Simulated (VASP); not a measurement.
B, 12 atoms in the cell. Symmetry: R-3m, No. 166, trigonal system. Conventional cell: a = 4.876 Å, b = 4.876 Å, c = 12.500 Å, α = 90.00°, β = 90.00°, γ = 120.00°. B (site symmetry m) is surrounded by 6 B at 1.67 to 1.79 Å. Around B (site symmetry m) lie 7 B at 1.77 to 1.99 Å. 

| Property | Result |
| --- | --- |
| Program | VASP 6.6.1 |
| Task | single point |
| Functional | PBEsol |
| Potentials or basis | VASP PAW PBE potentials, release 64 (B) |
| Cutoff | 520 eV |
| k mesh | 9 × 9 × 9 |
| Occupations | gaussian, width 0.02 eV |
| Spin | no spin polarisation |
| Dipole correction | no |
| Further INCAR settings | ALGO = Fast; EDIFF = 1e-07; NBANDS = 30 |

Potentials or basis: VASP PAW PBE potentials, release 64 (B).

Run with:

```bash
$ cat potpaw_PBE.64/B/POTCAR > POTCAR
$ mpirun -np 1 vasp_std > vasp.out
```

Hardware: 1 thread of Intel(R) Xeon(R) 6975P-C (Granite Rapids), with other jobs on the host.

Q: How long does it take, and how much memory?

A: Run time: 120 s on 1 thread of Intel(R) Xeon(R) 6975P-C (Granite Rapids) (shared host), peak memory 0.31 GiB. Counts: scf iterations 16, k points 85.
